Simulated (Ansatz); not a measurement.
SiO2:

```
Si O
1.0
     4.97559    0.00000    0.00000
     0.00000    4.97559    0.00000
     0.00000    0.00000    6.90089
Si O
4 8
Cartesian
  3.9966 3.9966 3.4504
  3.4668 1.5088 1.7252
  1.5088 3.4668 5.1757
  0.9790 0.9790 0.0000
  3.7902 0.5492 2.9815
  4.4263 1.1854 0.4690
  0.5492 3.7902 3.9194
  1.3024 1.9386 5.6446
  1.1854 4.4263 6.4319
  3.6732 3.0370 2.1942
  1.9386 1.3024 1.2562
  3.0370 3.6732 4.7067
```

The cell comes from a database or a generator and needn't be the stable form of this composition.

Base run:

```yaml
Program: Ansatz 0.2.0
Functional: LDA
Potentials_or_basis: Ansatz PAW
Cutoff: "420 eV (not typed: the program's choice for these potentials)"
k_mesh: 6 × 6 × 4
Occupations: fermi-dirac, width 0.05 eV
Spin: no spin polarisation
```

Its results: band gap on the k mesh 5.49 eV, direct; pressure -1.6 GPa; largest force 0.089 eV/Å.

Q: The run is repeated on the same cell with these changes: functional from LDA to r2SCAN; cutoff from 420 eV (not typed: the program's choice for these potentials) to 500 eV (not typed: the program's choice for these potentials). What comes out?

A: Band gap on the k mesh 6.35 eV, direct; pressure 0.1 GPa; largest force 0.033 eV/Å.

r2SCAN gives the wider gap, since meta-GGAs in the generalised Kohn-Sham scheme recover part of the derivative discontinuity.

Caveats: the PAW data sets come from PBE, with cores solved anew for the run's functional, which leaves a small shift of forces and pressure.
